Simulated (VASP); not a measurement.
# TePb (Fm-3m) in VASP: further runs

TePb is run at these levels: PBEsol; tasks: single point.

All numbers are computed with VASP 6.6.1; they aren't measurements. Logs are shortened: lines on timing, memory, paths and dates and some standing lists are left out, and cuts for length are marked.

**What was measured.**

A printed reference work, monograph reports, for a bulk crystal of TePb at 4.2 K: band gap 0.19 eV (direct).

The results are compared with them further down.

### Step 1. The cell of the first run

The structure is cubic, space group Fm-3m (No. 225). Conventional cell: a = 6.443 Å, b = 6.443 Å, c = 6.443 Å, α = 90.00°, β = 90.00°, γ = 90.00°. Pb (site symmetry m-3m) has 6 Te at 3.22 Å within 4.2 Å. Te (site symmetry m-3m) has 6 Pb at 3.22 Å within 4.2 Å.

### Step 2. Single point, PBEsol

Input file INCAR:

```
SYSTEM = TePb
ALGO = Normal
EDIFF = 1E-6
ENCUT = 500
GGA = PS
GGA_COMPAT = .False.
ISIF = 2
ISMEAR = 0
LASPH = .True.
LCHARG = .True.
LELF = .True.
LREAL = .False.
LVHAR = .True.
LWAVE = .False.
NBANDS = 28
NELM = 120
PREC = Accurate
SIGMA = 0.05
```

Input file KPOINTS:

```
k-points
0
Gamma
  6 6 4
  0 0 0
```

Input file POSCAR:

```
TePb
1.0
    4.5559828972      0.0000000000      0.0000000000
    0.0000000000      4.5559828972      0.0000000000
    0.0000000000      0.0000000000      6.4431328031
Pb Te
2 2
Direct
    0.0000000000      0.0000000000      0.0000000000
    0.5000000000      0.5000000000      0.5000000000
    0.0000000000      0.0000000000      0.5000000000
    0.5000000000      0.5000000000      0.0000000000
```

Potentials or basis: VASP PAW PBE potentials, release 64 (Pb_d, Te).

Command:

```console
cat potpaw_PBE.64/Pb_d/POTCAR potpaw_PBE.64/Te/POTCAR > POTCAR
mpirun -np 1 vasp_std > vasp.out
```

OUTCAR:

```text
SYSTEM = TePb
   EDIFF = 1E-6
   ENCUT = 500
   GGA = PS
   ISIF = 2
   ISMEAR = 0
   LASPH = .True.
   LREAL = .False.
   NELM = 120
   PREC = Accurate

 ion  position               nearest neighbor table
   1  0.000  0.000  0.000-   3 3.22   3 3.22   4 3.22   4 3.22   4 3.22   4 3.22
   2  0.500  0.500  0.500-   4 3.22   4 3.22   3 3.22   3 3.22   3 3.22   3 3.22
   3  0.000  0.000  0.500-   1 3.22   1 3.22   2 3.22   2 3.22   2 3.22   2 3.22
   4  0.500  0.500  0.000-   2 3.22   2 3.22   1 3.22   1 3.22   1 3.22   1 3.22

  LATTYP: Found a simple tetragonal cell.
 ALAT       =     4.5559828972
 C/A-ratio  =     1.4142135624

  Lattice vectors:

 A1 = (   4.5559828972,   0.0000000000,   0.0000000000)
 A2 = (   0.0000000000,   4.5559828972,   0.0000000000)
 A3 = (   0.0000000000,   0.0000000000,   6.4431328031)

Analysis of symmetry for initial positions (statically):
=====================================================================
 Subroutine PRICEL returns following result:

  LATTYP: Found a face centered cubic cell.
 ALAT       =     6.4431328031

  Lattice vectors:

 A1 = (  -2.2779914486,  -2.2779914486,  -3.2215664016)
 A2 = (   2.2779914486,  -2.2779914486,  -3.2215664016)
 A3 = (   0.0000000000,  -4.5559828972,   0.0000000000)

   2 primitive cells build up your supercell.

 Routine SETGRP: Setting up the symmetry group for a
 simple tetragonal supercell.

 Subroutine GETGRP returns: Found 16 space group operations
 (whereof 16 operations were pure point group operations)
 out of a pool of 16 trial point group operations.

The static configuration has the point symmetry D_4h.

Analysis of symmetry for dynamics (positions and initial velocities):
=====================================================================
 Subroutine PRICEL returns following result:

  LATTYP: Found a face centered cubic cell.
 ALAT       =     6.4431328031

  Lattice vectors:

 A1 = (  -2.2779914486,  -2.2779914486,  -3.2215664016)
 A2 = (   2.2779914486,  -2.2779914486,  -3.2215664016)
 A3 = (   0.0000000000,  -4.5559828972,   0.0000000000)

   2 primitive cells build up your supercell.

 Routine SETGRP: Setting up the symmetry group for a
 simple tetragonal supercell.

 Subroutine GETGRP returns: Found 16 space group operations
 (whereof 16 operations were pure point group operations)
 out of a pool of 16 trial point group operations.

The dynamic configuration has the point symmetry D_4h.

 Subroutine INISYM returns: Found 16 space group operations
 (whereof 16 operations are pure point group operations),
 and found     2 'primitive' translations

----------------------------------------------------------------------------------------

                                     Primitive cell

  volume of cell :      66.8700

  direct lattice vectors                    reciprocal lattice vectors
    -2.277991449 -2.277991449 -3.221566402    -0.219491605  0.000000000 -0.155204003
     2.277991449 -2.277991449 -3.221566402     0.219491605  0.000000000 -0.155204003
     0.000000000 -4.555982897  0.000000000     0.000000000 -0.219491605  0.155204003

  length of vectors
     4.555982897  4.555982897  4.555982897     0.268821218  0.268821218  0.268821218

  position of ions in fractional coordinates (direct lattice)
     0.000000000  0.000000000  0.000000000
     0.500000000  0.500000000  0.500000000

  ion indices of the primitive-cell ions
   primitive index   ion index
                 1           1
                 2           3

----------------------------------------------------------------------------------------

 KPOINTS: k-points

Automatic generation of k-mesh.
 Grid dimensions read from file:
 generate k-points for:    6    6    4

 Generating k-lattice:

  Cartesian coordinates                     Fractional coordinates (reciprocal lattice)
     0.036581934  0.000000000  0.000000000     0.166666667  0.000000000  0.000000000
     0.000000000  0.036581934  0.000000000     0.000000000  0.166666667  0.000000000
     0.000000000  0.000000000  0.038801001     0.000000000  0.000000000  0.250000000

  Length of vectors
     0.036581934  0.036581934  0.038801001

  Shift w.r.t. Gamma in fractional coordinates (k-lattice)
     0.000000000  0.000000000  0.000000000

 Subroutine IBZKPT returns following result:
 ===========================================

 Found     30 irreducible k-points:

 Following reciprocal coordinates:
            Coordinates               Weight
  0.000000  0.000000  0.000000      1.000000
  0.166667  0.000000  0.000000      4.000000
  0.333333  0.000000  0.000000      4.000000
  0.500000  0.000000  0.000000      2.000000
  0.166667  0.166667  0.000000      4.000000
  0.333333  0.166667  0.000000      8.000000
[... 16 lines left out ...]
  0.333333  0.000000  0.500000      4.000000
  0.500000  0.000000  0.500000      2.000000
 [... further k-points ...]
   k-points           NKPTS =     30   k-points in BZ     NKDIM =     30   number of bands    NBANDS=     28
   number of dos      NEDOS =    301   number of ions     NIONS =      4
   total plane-waves  NPLWV =  62208
   dimension x,y,z NGX =    36 NGY =   36 NGZ =   48
   dimension x,y,z NGXF=    72 NGYF=   72 NGZF=   96
   ions per type =               2   2
   NGX,Y,Z   is equivalent  to a cutoff of  13.14, 13.14, 12.38 a.u.
   NGXF,Y,Z  is equivalent  to a cutoff of  26.27, 26.27, 24.77 a.u.
 SYSTEM =  TePb
   PREC   = accura    normal or accurate (medium, high low for compatibility)
   ISTART =      0    job   : 0-new  1-cont  2-samecut
   ICHARG =      2    charge: 1-file 2-atom 10-const
   ISPIN  =      1    spin polarized calculation?
   LNONCOLLINEAR =      F non collinear calculations
   LSORBIT =      F    spin-orbit coupling
   LASPH  =      T    aspherical Exc in radial PAW
   ENCUT  =  500.0 eV  36.75 Ry    6.06 a.u.   8.31  8.31 11.75*2*pi/ulx,y,z
   NELM   =    120;   NELMIN=  2; NELMDL= -5     # of ELM steps
   EDIFF  = 0.1E-05   stopping-criterion for ELM
   LREAL  =      F    real-space projection
   EDIFFG = 0.1E-04   stopping-criterion for IOM
   NSW    =      0    number of steps for IOM
   IBRION =     -1    ionic relax: 0-MD 1-quasi-New 2-CG
   NFREE  =      0    steps in history (QN), initial steepest desc. (CG)
   ISIF   =      2    stress and relaxation
   ISYM   =      2    0-nonsym 1-usesym 2-fastsym
   POTIM  = 0.5000    time-step for ionic-motion
   TEBEG  =    0.0;   TEEND  =   0.0 temperature during run
   PSTRESS=    0.0 pullay stress
   NELECT =      40.0000    total number of electrons
   NUPDOWN=      -1.0000    fix difference up-down
   EMIN   =  10.00;   EMAX   =-10.00  energy-range for DOS
   EFERMI =   0.00;   METHOD = LEGACY
   ISMEAR =     0;   SIGMA  =   0.05  broadening in eV -4-tet -1-fermi 0-gaus
   EFERMI_NEDOS =   21; number of points for ismear=-14 and -15
   IALGO  =     38    algorithm
   IMIX   =      4    mixing-type and parameters
     AMIX     =   0.40;   BMIX     =  1.00
     AMIX_MAG =   1.60;   BMIX_MAG =  1.00
  volume/ion in A,a.u.               =      33.43       225.63
  Fermi-wavevector in a.u.,A,eV,Ry     =   1.094816  2.068902 16.308239  1.198622
  Thomas-Fermi vector in A             =   2.231128
   LORBIT       =      0    0 simple, 1 ext, 2 COOP (PROOUT), +10 PAW based schemes
   GGA     = PS    functional components
   LHFCALC =     F    Hartree Fock is set to
   AEXX    =    0.0000 exact exchange contribution
   IVDW    =     0    specifies the selected vdW correction
   LEPSILON=     F    determine dielectric tensor
   LRPA    =     F    only Hartree local field effects (RPA)
 non-spin polarized calculation
 Gauss-broadening in eV      SIGMA  =   0.05
  energy-cutoff  :      500.00
  volume of cell :      133.74
 maximum number of plane-waves:      3419
 NGX is ok and might be reduce to    36
   NGX = 17   NGY = 17   NGZ = 23

 number of electron      40.0000019 magnetization

 Free energy of the ion-electron system (eV)
  ---------------------------------------------------
  ext. energy  EPLUGINS =         0.00000000
  ---------------------------------------------------
  free energy    TOTEN  =       -16.51399709 eV

  energy without entropy =      -16.51399709  energy(sigma->0) =      -16.51399709

 E-fermi :   5.8662     XC(G=0):  -9.5099

 val. band max:        5.5743931650   @ k =   0.5000   0.0000   0.5000
 cond. band min:       6.2241099820   @ k =   0.5000   0.0000   0.5000
 fundamental gap:      0.6497168170
 Fermi energy:         5.8662434542

 k-point     1 :       0.0000    0.0000    0.0000
  band No.  band energies     occupation
      1     -11.1383      2.00000
      2     -11.0712      2.00000
      3     -11.0699      2.00000
      4     -11.0690      2.00000
      5     -11.0593      2.00000
      6     -11.0593      2.00000
[... 20 lines left out ...]
     27      11.3111      0.00000
     28      11.3120      0.00000

 k-point     2 :       0.1667    0.0000    0.0000
  band No.  band energies     occupation
      1     -11.1299      2.00000
      2     -11.0735      2.00000
      3     -11.0722      2.00000
      4     -11.0643      2.00000
      5     -11.0632      2.00000
      6     -11.0591      2.00000
[... 20 lines left out ...]
     27      11.0622      0.00000
     28      11.4706      0.00000

 k-point     3 :       0.3333    0.0000    0.0000
  band No.  band energies     occupation
      1     -11.1109      2.00000
      2     -11.0799      2.00000
      3     -11.0784      2.00000
      4     -11.0740      2.00000
      5     -11.0575      2.00000
      6     -11.0537      2.00000
[... 20 lines left out ...]
     27      11.4337      0.00000
     28      11.5860      0.00000

 k-point     4 :       0.5000    0.0000    0.0000
  band No.  band energies     occupation
      1     -11.0917      2.00000
      2     -11.0917      2.00000
      3     -11.0813      2.00000
      4     -11.0813      2.00000
      5     -11.0524      2.00000
      6     -11.0524      2.00000
[... 578 lines left out ...]
     27      10.3566      0.00000
     28      10.3566      0.00000

 k-point    23 :       0.3333    0.0000    0.5000
  band No.  band energies     occupation
      1     -11.0893      2.00000
      2     -11.0893      2.00000
      3     -11.0809      2.00000
      4     -11.0809      2.00000
      5     -11.0564      2.00000
      6     -11.0564      2.00000
[... 20 lines left out ...]
     27      12.1054      0.00000
     28      12.1054      0.00000

 k-point    24 :       0.5000    0.0000    0.5000
  band No.  band energies     occupation
      1     -11.0869      2.00000
      2     -11.0869      2.00000
      3     -11.0858      2.00000
      4     -11.0858      2.00000
      5     -11.0567      2.00000
      6     -11.0567      2.00000
[... 20 lines left out ...]
     27      13.8722      0.00000
     28      13.8722      0.00000

 [... further k-points ...]
[... 5 lines left out ...]
  --------------------------------------------------------------------------------------
  -------------------------------------------------------------------------------------
  Total       -0.1282965     -0.1282965      0.1433356      0.0000000      0.0000000     -0.0000000
  in kB       -1.5369661     -1.5369661      1.7171309      0.0000000      0.0000000     -0.0000000
  external PRESSURE =      -0.4522671 kB  Pullay stress =       0.0000000 kB

 VOLUME and BASIS-vectors are now :
 -----------------------------------------------------------------------------
  energy-cutoff  :      500.00
  volume of cell :      133.74
      direct lattice vectors                 reciprocal lattice vectors
     4.555982897  0.000000000  0.000000000     0.219491605  0.000000000  0.000000000
     0.000000000  4.555982897  0.000000000     0.000000000  0.219491605  0.000000000
     0.000000000  0.000000000  6.443132803     0.000000000  0.000000000  0.155204003

 POSITION                                       TOTAL-FORCE (eV/Angst)
 -----------------------------------------------------------------------------------
      0.00000      0.00000      0.00000         0.000000     -0.000000      0.000000
      2.27799      2.27799      3.22157        -0.000000      0.000000     -0.000000
      0.00000      0.00000      3.22157         0.000000     -0.000000      0.000000
      2.27799      2.27799      0.00000         0.000000     -0.000000      0.000000
 -----------------------------------------------------------------------------------
    total drift:                                0.000000      0.000000      0.000000

  FREE ENERGIE OF THE ION-ELECTRON SYSTEM (eV)
  ---------------------------------------------------
  free  energy   TOTEN  =       -16.5139970915 eV

  energy  without entropy=      -16.5139970915  energy(sigma->0) =      -16.51399709
```

Wall time 63 s (1 thread of AMD EPYC 9R14 (Zen 4), shared host); peak memory 0.25 GiB.

Results:

```
Free energy            : -16.5140 eV
Pressure               : 0.0 GPa
Band gap on the k mesh : 0.65 eV
```

Levels at points of the mesh, in eV from the valence-band top:
```csv
k point,band 17,band 18,band 19,band 20,band 21,band 22,band 23,band 24
"(0.00, 0.00, 0.00)",-2.85,-1.37,-1.37,-1.37,3.17,4.07,4.07,4.07
"(0.50, 0.00, 0.00)",-1.10,-1.10,-0.65,-0.65,1.65,1.65,1.75,1.75
"(0.50, 0.50, 0.00)",-2.86,-2.86,-2.85,-2.85,3.17,3.17,5.49,5.49
"(0.00, 0.00, 0.50)",-2.20,-2.20,-1.45,-1.45,2.59,2.59,3.95,3.95
"(0.50, 0.00, 0.50)",-0.90,-0.90,0.00,0.00,0.65,0.65,1.22,1.22
"(0.50, 0.50, 0.50)",-3.87,-3.87,-0.36,-0.36,1.63,1.63,5.18,5.18
```

Caveat: the PAW data sets were made with another functional, which shifts forces and pressure a little; spin-orbit coupling is left out, which moves the levels of the heavy elements.

(Part 1 of 2 ends here.)
